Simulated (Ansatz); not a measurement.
Zone-centre modes in CoSi

All numbers below come from Ansatz, DFT PBEsol, scalar-relativistic, plane waves, PAW. Cutoff 420 eV, Γ-centred 10×10×10 k-points, Gaussian smearing of 0.15 eV. No spin polarisation. A magnetic state may lie lower.

The undisturbed cell (relaxed at this level):

```
Co Si
1.0
     4.38583    0.00000    0.00000
     0.00000    4.38583    0.00000
     0.00000    0.00000    4.38583
Co Si
4 4
Direct
  0.14564 0.14564 0.14564
  0.35436 0.85436 0.64564
  0.64564 0.35436 0.85436
  0.85436 0.64564 0.35436
  0.84333 0.84333 0.84333
  0.65667 0.15667 0.34333
  0.34333 0.65667 0.15667
  0.15667 0.34333 0.65667
```

Harmonic modes by finite displacements of 0.02 Å, without the LO–TO term.

(1) At this geometry, is the structure stable against these modes?

(2) List the wavenumbers in cm⁻¹.

Answers

(1) Yes: no mode is imaginary beyond 10 cm⁻¹, and only the three translations lie near zero.

(2) 0, 0, 0, 200, 218, 218, 235, 235, 235, 256, 256, 256, 323, 323, 323, 326, 326, 367, 367, 367, 374, 437, 437, 437.

Cost: 1 run of about 15 core-minutes, on Arm Neoverse V2 (shared hosts).